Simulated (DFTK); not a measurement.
In under changes of volume

One of the cells (26.686 Å³/atom); the others are scaled copies at fixed shape and fractional positions:

```
In
1.0
    -1.88253    1.88253    1.88253
     1.88253   -1.88253    1.88253
     1.88253    1.88253   -1.88253
In
1
Direct
  0.00000 0.00000 0.00000
```

This isn't the form of In at room conditions, which is tetragonal.

| Property | Result |
| --- | --- |
| Program | DFTK 0.8.2 |
| Functional | PBE |
| Potentials or basis | dojo.nc.sr.pbe.v0_4_1.standard.upf (PBE) |
| Cutoff | 952 eV |
| k mesh | 10 × 10 × 10 |
| Occupations | fermi-dirac, width 0.05 eV |
| Spin | no spin polarisation |

```tsv
volume (Å³/atom)	energy over the lowest point (meV/atom)	pressure (GPa)
25.085	32.92	4.4
25.618	20.42	3.3
26.152	11.25	2.3
26.686	4.99	1.5
27.220	1.32	0.7
27.753	0.00	0.0
28.287	?	?
```

Task: What does the run at 28.287 Å³/atom give?

Result: Energy over the lowest point 0.84 meV/atom; pressure -0.6 GPa.

Worked out: A Birch-Murnaghan fit of order 3 (a polynomial in V^(-2/3)) to the other rows has its minimum at 27.83 Å³/atom, just outside them, with B0 = V·E''(V) = 32 GPa and B' = 5.2. It gives 0.70 meV/atom at 28.287 Å³/atom, against the run's 0.84, and -dE/dV = -0.5 GPa, against -0.6.

Energies are extrapolated to zero smearing.
